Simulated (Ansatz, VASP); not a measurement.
This is a calculation of CaSe for Ansatz 0.2.0.

Contents of input.yaml:

```yaml
crystal:
  lattice:
    - [0.0, 2.936160476, 2.936160476]
    - [2.936160476, 0.0, 2.936160476]
    - [2.936160476, 2.936160476, 0.0]
  atoms:
    - { symbol: Se, position: [0.5, 0.5, 0.5] }
    - { symbol: Ca, position: [0.0, 0.0, 0.0] }
hamiltonian:
  xc: pbesol
  pseudopotentials: { kind: paw }
kpoints:
  mp_grid: { grid: [8, 8, 8] }
scf:
  occupations: { method: fermi_dirac, width: 0.05 }
output:
  forces: true
  stress: true
  eigenvalues: true
```

Potentials or basis: Ansatz PAW.

The run is started by

```sh
$ ansatz run input.yaml --threads 2 --pin off --max-ram 5632MiB --backend cpu --events-out ev --progress --plain --runs-dir out
```

**Question.** Set up the same calculation for VASP 6.6.1. Potentials there: VASP PAW PBE potentials, release 64 (Se, Ca_sv).

**Answer.** As run (the cutoff follows the program's own potentials):

INCAR

```
  PREC = Accurate
  ENCUT = 520
  EDIFF = 1E-7
  ISMEAR = -1
  SIGMA = 0.05
  LREAL = F
  LASPH = T
  NELM = 60
  ALGO = Normal
  ISIF = 2
  LWAVE = F
  LCHARG = F
  GGA = PS
  NBANDS = 15
```

Contents of KPOINTS:

```
Automatic mesh
0
Gamma
  8 8 8
```

Contents of POSCAR:

```
CaSe
1.0
    0.0000000000      2.9361604760      2.9361604760
    2.9361604760      0.0000000000      2.9361604760
    2.9361604760      2.9361604760      0.0000000000
Se Ca
1 1
Direct
    0.5000000000      0.5000000000      0.5000000000
    0.0000000000      0.0000000000      0.0000000000
```

Potentials or basis: VASP PAW PBE potentials, release 64 (Se, Ca_sv).

Command:

```sh
$ cat potpaw_PBE.64/Se/POTCAR potpaw_PBE.64/Ca_sv/POTCAR > POTCAR
$ mpirun -np 1 vasp_std > vasp.out
```

Both were run:

|  | VASP | Ansatz | Ansatz less VASP |
| --- | --- | --- | --- |
| gap on the k mesh at the Fermi level (eV) | 1.87 | 1.88 | +0.013 |
| least direct gap on the mesh (eV) | 2.84 | 2.85 | +0.011 |
| pressure (GPa) | 0.1 | -0.1 | -0.21 |

The two sets of potentials don't hold the same shells in valence.

Caveats: the PAW data sets were made with another functional, which shifts forces and pressure a little (VASP); the PAW data sets come from PBE, with cores solved anew for the run's functional, which leaves a small shift of forces and pressure (Ansatz). A k mesh can miss the band edges.
